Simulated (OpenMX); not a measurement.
Runs of OpenMX 3.8.5 on PbF2 (Fluorocronite). It takes space group Fm-3m (No. 225, cubic). The conventional cell has a = 5.927 Å, b = 5.927 Å, c = 5.927 Å, α = 90.00°, β = 90.00°, γ = 90.00°. Pb (site symmetry m-3m) is surrounded by 8 F at 2.57 Å. Around F (site symmetry -43m) lie 4 Pb at 2.57 Å. 

```tsv
task	level	potentials or basis	spin	k mesh	SCF threshold	max SCF cycles	grid points, held for all volumes	gap on the mesh (eV)	pressure (GPa)	V0 of scaled cells (Å³/atom)	B0 (GPa)
band structure	PBE	OpenMX 2013 PBE set, Pb8.0-s3p2d2f1, F6.0-s2p2d1, grid cutoff 500 Ry	off	9 × 9 × 9	1e-08 Ha	100	-	(a)	3.6	-	-
band structure	LDA	OpenMX 2013 LDA set, Pb8.0-s3p2d2f1, F6.0-s2p2d1, grid cutoff 500 Ry	off	9 × 9 × 9	1e-08 Ha	100	-	4.26	-3.8	-	-
equation of state	LDA	OpenMX 2013 LDA set, Pb8.0-s3p2d2f1, F6.0-s2p2d1, fixed grid of 45 × 45 × 45 points	off	9 × 9 × 9	1e-08 Ha	-	45 × 45 × 45	-	-	(c)	(b)
equation of state	PBE	OpenMX 2013 PBE set, Pb8.0-s3p2d2f1, F6.0-s2p2d1, fixed grid of 45 × 45 × 45 points	off	9 × 9 × 9	1e-08 Ha	-	45 × 45 × 45	-	-	18.22	66
band structure	PBE	OpenMX 2013 PBE set, Pb8.0-s3p2d2f1, F6.0-s2p2d1, grid cutoff 500 Ry	non-collinear, zero start, SOC	7 × 7 × 7	1e-07 Ha	100	-	4.23	-	-	-
```

Alike in all rows: cell as given; smearing fermi-dirac 0.05 eV.

**Question.** Estimate the missing entries.

**Answer.** (a) 4.42; (b) 89; (c) 16.54.

Caveats: the basis has few d functions beyond the semicore shells, which can make volumes several per cent too large; the basis of atomic orbitals isn't converged, which shifts pressures, moduli and gaps; spin-orbit coupling is left out, which as a rule narrows the gap of such compounds by several tenths of an eV (some runs); volumes in these bases differ from converged ones by about 1 %, for some elements by several (some runs); total energies with and without spin-orbit coupling shouldn't be compared in this program (some runs).

A k mesh can miss the band edges, and rows without SOC leave out spin-orbit coupling on Pb.
